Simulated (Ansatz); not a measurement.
# Se: stiffness from a series of strains

```yaml
crystal:
  lattice:
    - [4.36620, 0.00000, 0.00000]
    - [-2.18310, 3.78124, 0.00000]
    - [0.00000, 0.00000, 4.95360]
  atoms:
    - { symbol: Se, position: [0.22540, 0.00000, 0.33333] }
    - { symbol: Se, position: [0.00000, 0.22540, 0.66667] }
    - { symbol: Se, position: [0.77460, 0.77460, 0.00000] }
```

Atom numbers follow the list: Se1, Se2, Se3.

The cell is COD entry 9012501, as deposited and not checked against the literature; nothing was relaxed.

These are results of DFT, LDA, all-electron LAPW, scalar-relativistic in Ansatz 0.2.0, not measurements.

The runs use a Γ-centred 6×6×5 k mesh, Fermi–Dirac smearing of 0.03 eV, basis error target 0.5 meV/atom, no spin polarisation.

The strain is applied along the Cartesian axes of the cell as listed (γ is the engineering shear, twice εxy = εyz = εzx). Fractional coordinates are held (clamped ions).

σ is the change of stress from the unstrained cell, which is at -1.27 GPa; tension is positive, so slopes are stress–strain coefficients at that pressure.

Only quantities that a quadratic follows smoothly over the whole series are listed; rougher ones are left out.

```
      γ  σxy (GPa)  σyz (GPa)
-0.0200      -0.72      -0.99
-0.0100      -0.35      -0.48
 0.0000       0.00       0.00
 0.0200       0.64       0.92
```

Task: Fit the series and read off the stiffness at zero strain.

Result: Least-squares fits y = p0 + p1 x + p2 x² to the rows give σxy (GPa): p1 = 34, p2 = -100; σyz (GPa): p1 = 47.7, p2 = -93.

Task: One run, at γ = 0.0100, is withheld. Predict its row.

Result: The fits give 0.33, 0.47; the run gave 0.33, 0.47.
